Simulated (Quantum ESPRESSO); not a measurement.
**Te under changes of volume**

One of the cells (31.146 Å³/atom); the others are scaled copies at fixed shape and fractional positions:

```xyz
1
Lattice="2.3059 1.3313 1.6910 -2.3059 1.3313 1.6910 0.0000 -2.6626 1.6910" Properties=species:S:1:pos:R:3 pbc="T T T"
Te    0.0000    0.0000    2.5364
```

This isn't the form of Te at room conditions, which is trigonal, of chains.

- Program: Quantum ESPRESSO 7.5
- Functional: PBEsol
- Potentials or basis: GBRV 1.5 PBEsol
- Cutoff: 612 eV
- Density cutoff: 4898 eV
- k mesh: 9 × 9 × 9
- Occupations: fermi-dirac, width 0.05 eV
- Spin: no spin polarisation

| volume (Å³/atom) | energy over the lowest point (meV/atom) | pressure (GPa) |
| --- | --- | --- |
| 29.277 | 19.14 | 3.8 |
| 29.900 | ? | ? |
| 30.523 | 1.24 | 0.9 |
| 31.146 | 0.00 | -0.3 |
| 31.769 | 3.22 | -1.4 |
| 32.392 | 10.45 | -2.3 |
| 33.015 | 21.24 | -3.2 |

Q: What does the run at 29.900 Å³/atom give?

A: Energy over the lowest point 7.43 meV/atom; pressure 2.3 GPa.

Worked out: A Birch-Murnaghan fit of order 3 (a polynomial in V^(-2/3)) to the other rows has its minimum at 31.00 Å³/atom with B0 = V·E''(V) = 58 GPa and B' = 4.4 at fixed shape and positions, which overstates the stiffness. It gives 7.42 meV/atom at 29.900 Å³/atom, against the run's 7.43, and -dE/dV = 2.3 GPa, against 2.3.

Energies are extrapolated to zero smearing.
